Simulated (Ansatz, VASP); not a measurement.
TiO in VASP and in Ansatz

```
Ti O
1.0
     2.92800    0.00000    0.00000
    -1.46400    2.53572    0.00000
     0.00000    0.00000    2.79376
Ti O
1 1
Direct
  0.66667 0.33333 0.00000
  0.00000 0.00000 0.50000
```

Alike in both runs: task single point; functional PBEsol; k mesh 18 × 18 × 16; occupations gaussian, width 0.15 eV; no spin polarisation.

|  | VASP | Ansatz |
| --- | --- | --- |
| version | VASP 6.6.1 | Ansatz 0.2.0 |
| potentials or method | VASP PAW PBE potentials, release 64 (Ti_sv, O) | scalar-relativistic, plane waves, PAW |
| plane-wave cutoff (eV) | 520 | 520 |
| valence electrons in the cell | 18 | 18 |

VASP gave:

| Item | Value |
| --- | --- |
| gap on the k mesh at the Fermi level (eV) | none |
| pressure (GPa) | -18.8 |
| largest component of the traceless stress (GPa) | 10.14 |

Which values does Ansatz return?

gap on the k mesh at the Fermi level (eV): none; pressure (GPa): -19.4; largest component of the traceless stress (GPa): 10.08.

A gap of «none» marks a metal or a gap that the smearing closes. Ansatz warned: «pseudo_functional_mismatch».

Caveats: so large a pressure means that the cell lies far from this level's equilibrium, or that cutoff or potentials fall short (VASP); the potentials were made for another functional, which shifts forces and pressure (VASP); semilocal functionals often make such compounds metallic where correlation or magnetic order opens a gap, which also shifts bond lengths.
